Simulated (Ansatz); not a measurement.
**BN: equation of state with PBE**

BN:

```
N B
1.0
     2.49824    0.00000    0.00000
    -1.24912    2.16354    0.00000
     0.00000    0.00000    6.63570
N B
2 2
Direct
  0.66667 0.33333 0.25000
  0.33333 0.66667 0.75000
  0.66667 0.33333 0.75000
  0.33333 0.66667 0.25000
```

```yaml
Program: Ansatz 0.2.0
Task: equation of state
Functional: PBE
Potentials_or_basis: Ansatz PAW polarizable
Cutoff: 420 eV
Density_cutoff: 1680 eV
k_mesh: 12 × 12 × 4
Occupations: fermi-dirac, width 0.05 eV
Spin: no spin polarisation
```

- Equilibrium volume: 9.15 Å³/atom
- Bulk modulus at fixed shape and positions: 237 GPa
- Pressure derivative of the bulk modulus: 3.5

Energy against volume, from the lowest point:
| volume (Å³/atom) | energy (meV/atom) |
| --- | --- |
| 8.429 | 48.07 |
| 8.608 | 26.41 |
| 8.787 | 11.54 |
| 8.967 | 2.94 |
| 9.146 | 0.00 |
| 9.325 | 2.30 |
| 9.505 | 9.36 |

All runs of the series together: 6 s on 2 threads of Arm Neoverse V2, with other jobs on the host.

Caveat: the cell was scaled at fixed shape and fractional positions, which overstates the stiffness of a crystal with free parameters, most of all of layers and chains; this functional lacks dispersion, which binds the layers, so the pressure and a relaxed spacing across them are unreliable.
